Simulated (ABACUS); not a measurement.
The system is BP.

```
P B
1.0
     0.00000    2.26900    2.26900
     2.26900    0.00000    2.26900
     2.26900    2.26900    0.00000
P B
1 1
Direct
  0.75000 0.75000 0.75000
  0.00000 0.00000 0.00000
```

| Item | Value |
| --- | --- |
| Program | ABACUS 3.10.1 |
| Task | single point |
| Functional | PBE |
| Potentials or basis | PseudoDojo NC SR 0.4.1 PBE standard |
| Cutoff | 1034 eV |
| Density cutoff | 4136 eV |
| Basis | plane waves |
| k mesh | 10 × 10 × 10 |
| Occupations | fermi-dirac, width 0.05 eV |
| Spin | no spin polarisation |

On this cell: pressure 1.0 GPa; largest force zero by symmetry; band gap on the k mesh 1.25 eV, indirect (least direct gap 3.41 eV).

The same run follows on a disturbed copy (atoms moved at random, drawn with an rms of 0.05 Å):

```
P B
1.0
     0.00000    2.26900    2.26900
     2.26900    0.00000    2.26900
     2.26900    2.26900    0.00000
P B
1 1
Direct
  0.75465 0.75555 0.74339
  0.99030 0.00905 0.99753
```

Question: What does the disturbed cell give?

Answer: The energy moves by +6.6 meV/atom; pressure 1.1 GPa; largest force 0.682 eV/Å; band gap on the k mesh 0.90 eV, indirect (least direct gap 2.84 eV).

Forces on the atoms (eV/Å):
```
P    0.299 -0.418 -0.448
B   -0.299  0.418  0.448
```

Stress tensor (GPa, compression positive):
```
 1.13  1.16  1.08
 1.16  1.10 -0.76
 1.08 -0.76  1.09
```

A k mesh can miss the band edges.
